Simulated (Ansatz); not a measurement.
In doubt: masses and optical values from hybrid runs of this build are listed as unsure (in some of the runs), which bears on the screening that GW takes from such a start.

NaSrI3 (cubic perovskite) (Pm-3m), computed twice by G0W0.

The structure was built from a prototype and need not be the compound's stable phase.

```
Na Sr I
1.0
     6.30369    0.00000    0.00000
     0.00000    6.30369    0.00000
     0.00000    0.00000    6.30369
Na Sr I
1 1 3
Direct
  0.00000 0.00000 0.00000
  0.50000 0.50000 0.50000
  0.50000 0.50000 0.00000
  0.50000 0.00000 0.50000
  0.00000 0.50000 0.50000
```

The structure was relaxed with PBEsol. The structure type comes from a generator and need not be one that this composition takes. The runs that relaxed it are not among those shown. Spin-orbit coupling is left out unless a run names it. PAW set soft_2, made with PBE.

The first (Ansatz 0.2.0; start PBEsol, 2×2×2 mesh, 747 empty bands, screening to 120 eV; 4 threads of Arm Neoverse V1, shared host) gave, on its mesh: starting gap 2.42 eV, G0W0 gap 4.17 eV, RPA ε∞ (mean) 3.25, 2 min.

The second gave: starting gap 3.33 eV, G0W0 gap 4.73 eV, RPA ε∞ (mean) 2.68, 9.1 min.

Question: What was changed in the input? Choose among start, files, mesh, bands and cutoff, frequency model or another key.

Changed: start from PBEsol to HSE06. A jump of this size in the start, with ε∞ moving the other way, marks another functional. Other changes could give like numbers; this is the one that was made.

Limits: not at the basis limit; no spin-orbit coupling; coarse k mesh.

[Paths, hosts, dates, memory and timing lines, banners, echoed tables and standing remarks are left out of the program output.]

[Logs are printed without paths, hosts, clocks, repeated set-up lines and the standing remarks that a program may print on its own settings, such as how far it seeks lower states.]

[Runs of the session that timed out or met a known fault of the program may be left out.]

[Cells called generated may have been cut or substituted from an entry of the Crystallography Open Database or the Materials Project.]

[Hosts, paths, dates, database ids (printed as entryN), source tags and the programs' standing remarks are cut or masked in the printed files.]
